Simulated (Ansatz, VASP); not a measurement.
## Two plane-wave programs on Rb

Contents of INCAR:

```
SYSTEM = Rb
  PREC = Accurate
  ENCUT = 520
  EDIFF = 1E-7
  ISMEAR = 0
  SIGMA = 0.15
  LREAL = .FALSE.
  LASPH = .TRUE.
  NELM = 80
  ALGO = Fast
  ISIF = 2
  LWAVE = .FALSE.
  LCHARG = .FALSE.
  GGA = PS
  NBANDS = 10
```

Contents of KPOINTS:

```
Automatic mesh
0
G
  12 12 12
  0 0 0
```

Contents of POSCAR:

```
Rb
1.0
   -2.9182400000      2.9182400000      2.5815200000
    2.9182400000     -2.9182400000      2.5815200000
    2.9182400000      2.9182400000     -2.5815200000
Rb
1
Direct
    0.0000000000      0.0000000000      0.0000000000
```

Input for Ansatz:

```yaml
crystal:
  lattice:
    - [-2.91824, 2.91824, 2.58152]
    - [2.91824, -2.91824, 2.58152]
    - [2.91824, 2.91824, -2.58152]
  atoms:
    - { symbol: Rb, position: [0.0, 0.0, 0.0] }
basis:
  ecutwfc: 420
kpoints:
  mp_grid: { grid: [12, 12, 12] }
hamiltonian:
  xc: pbesol
scf:
  occupations: { method: gaussian, width: 0.15 }
output:
  forces: true
  stress: true
  eigenvalues: true
  write_density: true
  write_potential: true
  elf: true
  volumetric_format: npy
```

Change from the starting cell: strain +0.040 along x and y, -0.080 along z, atoms carried along.

Alike in both runs: task single point; functional PBEsol; k mesh 12 × 12 × 12; occupations gaussian, width 0.15 eV; no spin polarisation.

|  | VASP | Ansatz |
| --- | --- | --- |
| version | VASP 6.6.1 | Ansatz 0.2.0 |
| potentials or method | VASP PAW PBE potentials, release 64 (Rb_sv) | scalar-relativistic, plane waves, PAW |
| plane-wave cutoff (eV) | 520 | 420 |
| valence electrons in the cell | 9 | 9 |

```tsv
	VASP	Ansatz	Ansatz less VASP
gap on the k mesh at the Fermi level (eV)	none	none	-
pressure (GPa)	0.0	0.0	0.00
largest component of the traceless stress (GPa)	0.08	0.08	0.000
```

A gap of «none» marks a metal or a gap that the smearing closes. With one functional, cell and mesh, what is left measures potentials, basis and numerics.

Caveats: the PAW data sets were made with another functional, which shifts forces and pressure a little (VASP).
